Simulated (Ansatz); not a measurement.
We consider rutile GeO2, described by HSE06 in Ansatz (PAW).

Input:

Ansatz 0.2 input:
```yaml
crystal:
  lattice:
    - [4.3714366793, 0.0, 0.0]
    - [0.0, 4.3714366793, 0.0]
    - [0.0, 0.0, 2.8380642103]
  atoms:
    - { symbol: Ge, position: [0.0, 0.0, 0.0] }
    - { symbol: Ge, position: [0.5, 0.5, 0.5] }
    - { symbol: O, position: [0.3063364546, 0.3063364546, 0.0] }
    - { symbol: O, position: [0.8063364546, 0.1936635454, 0.5] }
    - { symbol: O, position: [0.1936635454, 0.8063364546, 0.5] }
    - { symbol: O, position: [0.6936635454, 0.6936635454, 0.0] }
basis:
  ecutwfc: 460
  ecutrho_ratio: 4
  xc_grid: 2
kpoints:
  mp_grid: { grid: [6, 6, 8] }
hamiltonian:
  xc: hse06
  dispersion: none
  pseudopotentials: { kind: paw }
scf:
  occupations: { method: fermi_dirac, width: 0.01 }
output:
  forces: true
  stress: true
  eigenvalues: true
relax:
  f_tol: 0.01
  escape_saddle: false
  max_steps: 80
  cell: { stress_tol: 0.05, fix: [volume] }
```

Excerpt of the program's output:

```
Relaxation: its limit of steps is 80 (relax.max_steps)
Crystal: 6 atoms, lattice volume = 54.234 Å³
Basis set: ecut = 460 eV, 1209 PW (Γ), exchange–correlation on 64×64×40 points (8 copies of the dense FFT grid, shifted against one another)
Bands: 32, of which v1, the nominal top of the filled ones, is band 26 counted from 1 (25 counted from 0)
Symmetry: 16 space group operations
Space group: P42/mnm (ITA 136), of the structure as read, at distance tolerance 3.8e-5 Å
k-points: 50 of 288
SCF iter   1: F=—  HF=-10859.126920 eV  |F-HF|=—  |Δ(HF+E_count)|=         —  Δρ=1.94e-3  dr2=5.13e-4
SCF iter   2: F=—  HF=-10859.128133 eV  |F-HF|=—  |Δ(HF+E_count)|=   1.21e-3  Δρ=9.01e-4  dr2=8.83e-5
  ...
SCF 1 converged in 7 iterations: F = -10859.128434 eV  dr2 = 8.40e-12
Crystal: 6 atoms, lattice volume = 54.234 Å³
Initial density: handed on by an earlier stage of this run
  ...
Crystal: 6 atoms, lattice volume = 54.234 Å³
SCF 7 converged in 2 iterations: F = -10860.576447 eV  dr2 = 5.71e-12
Crystal: 6 atoms, lattice volume = 54.234 Å³
Crystal: 6 atoms, lattice volume = 54.234 Å³
Crystal: 6 atoms, lattice volume = 54.234 Å³
SCF 10 converged in 2 iterations: F = -10860.578262 eV  dr2 = 4.60e-11
Crystal: 6 atoms, lattice volume = 54.234 Å³
SCF 11 converged in 5 iterations: F = -10860.578240 eV  dr2 = 1.12e-11
Crystal: 6 atoms, lattice volume = 54.234 Å³
SCF iter   1: F=—  HF=-10860.578240 eV  |F-HF|=—  |Δ(HF+E_count)|=         —  Δρ=5.40e-7  dr2=7.05e-11
SCF iter   2: F=-10860.578240 eV  HF=-10860.578240 eV  |F-HF|=1.82e-12  |Δ(HF+E_count)|=  1.64e-11  Δρ=1.78e-7  dr2=6.72e-12
SCF 12 converged in 2 iterations: F = -10860.578240 eV  dr2 = 6.72e-12
Free energy (F): -10860.578240 eV
Internal energy: -10860.578240 eV  (E = F + TS)
E sigma→0 (E₀):  -10860.578240 eV
Fermi energy:    11.553476 eV
--- Forces (eV/Å), atoms counted from 1 ---
  atom   1  Ge     0.00000000    -0.00000000     0.00000000
  atom   2  Ge     0.00000000     0.00000000     0.00000000
  atom   3  O     -0.00105958    -0.00105958     0.00000000
  atom   4  O     -0.00105958     0.00105958     0.00000000
  atom   5  O      0.00105958    -0.00105958     0.00000000
  atom   6  O      0.00105958     0.00105958     0.00000000
--- Stress (GPa, compression-positive) ---
        6.687696      -0.000000       0.000000
       -0.000000       6.687696       0.000000
        0.000000       0.000000       6.694053
  P = ⅓ Tr σ = 6.6898 GPa (66.898 kbar)
```

The cell is one volume of an energy–volume scan, off the minimum.

The PAW data were made under PBE.

Ansatz is a first-principles code.
